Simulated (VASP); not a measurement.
Write the native input for VASP 6.6.1 that does the following.

```
Task                   : band structure
Functional             : LDA
Potentials or basis    : VASP PAW LDA potentials, release 64 (Sn_d, S)
Cutoff                 : 520 eV
k mesh                 : 4 × 8 × 6
Occupations            : gaussian, width 0.03 eV
Spin                   : no spin polarisation
Further INCAR settings : ALGO = Fast; EDIFF = 1e-07; NBANDS = 50
```

The structure of SnS lies in POSCAR:

```
SnS                                     
1.0
   10.9710924967      0.0000000000      0.0000000000
    0.0000000000      3.9532880331      0.0000000000
    0.0000000000     -0.0000000000      4.1858959941
  Sn              S             
     4     4
Direct
     0.1175939769901106    0.2500000000000000    0.1092327725978405
     0.3824060230098894    0.7500000000000000    0.6092327725978406
     0.6175939769901106    0.2500000000000000    0.3907672274021595
     0.8824060230098894    0.7500000000000000    0.8907672274021594
     0.8539704413135398    0.2500000000000000    0.4733150603285274
     0.6460295586864602    0.7500000000000000    0.9733150603285273
     0.3539704413135397    0.2500000000000000    0.0266849396714727
     0.1460295586864603    0.7500000000000000    0.5266849396714727
```

One way to write it, as run:

INCAR

```
SYSTEM = SnS
PREC = Accurate ; ENCUT = 520
EDIFF = 1E-7 ; ISMEAR = 0
SIGMA = 0.03 ; LREAL = .FALSE.
LASPH = .TRUE. ; NELM = 80
ALGO = Fast ; ISIF = 2
LWAVE = .FALSE. ; LCHARG = .FALSE.
NBANDS = 50 ; ICORELEVEL = 1
KPAR = 2
```

KPOINTS

```
Automatic mesh
0
G
  4 8 6
  0 0 0
```

KPOINTS_OPT

```
explicit points
188
Reciprocal
 0.0000000000  0.0000000000  0.0000000000 1
 0.0000000000  0.0357142857  0.0000000000 1
 0.0000000000  0.0714285714  0.0000000000 1
 0.0000000000  0.1071428571  0.0000000000 1
 0.0000000000  0.1428571429  0.0000000000 1
 0.0000000000  0.1785714286  0.0000000000 1
[... 180 lines left out ...]
 0.0000000000  0.0000000000  0.5000000000 1
 0.5000000000  0.0000000000  0.0000000000 1
```

Potentials or basis: VASP PAW LDA potentials, release 64 (Sn_d, S).

The run is started by

```console
$ cat potpaw_LDA.64/Sn_d/POTCAR potpaw_LDA.64/S/POTCAR > POTCAR
$ mpirun -np 2 vasp_std > vasp.out
```

It gave:

- Pressure: 0.0 GPa
- Largest force: 0.004 eV/Å
- Band gap on the k mesh: 0.62 eV, indirect (least direct gap 1.03 eV)
- Band gap along the path: 0.51 eV, indirect (least direct gap 0.65 eV)

Caveat: spin-orbit coupling is left out, which moves the levels of the heavy elements; the mesh misses the band edges, which the band path finds closer together.

Run time: 7.7 min on 2 MPI ranks on Intel(R) Xeon(R) 6975P-C (Granite Rapids), with other jobs on the host, peak memory 0.7 GiB a rank.
